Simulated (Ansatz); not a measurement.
Y:

```
Y
1.0
     3.64740    0.00000    0.00000
    -1.82370    3.15874    0.00000
     0.00000    0.00000    5.73060
Y
2
Direct
  0.66667 0.33333 0.75000
  0.33333 0.66667 0.25000
```

Base run:

| Item | Value |
| --- | --- |
| Program | Ansatz 0.2.0 |
| Functional | PBE |
| Potentials or basis | all-electron LAPW, scalar-relativistic |
| Cutoff | 133 eV (chosen from the basis error) |
| Basis error allowed | 0.001 eV/atom |
| k mesh | 8 × 8 × 5 |
| Occupations | gaussian, width 0.05 eV |
| Spin | no spin polarisation |

Its results: band gap on the k mesh none (metal or under the smearing width); pressure -0.1 GPa.

Q: The run is repeated on the same cell with these changes: functional from PBE to PBEsol; occupations from gaussian, width 0.05 eV to gaussian, width 0.02 eV. What comes out?

A: Band gap on the k mesh none (metal or under the smearing width); pressure -2.0 GPa.
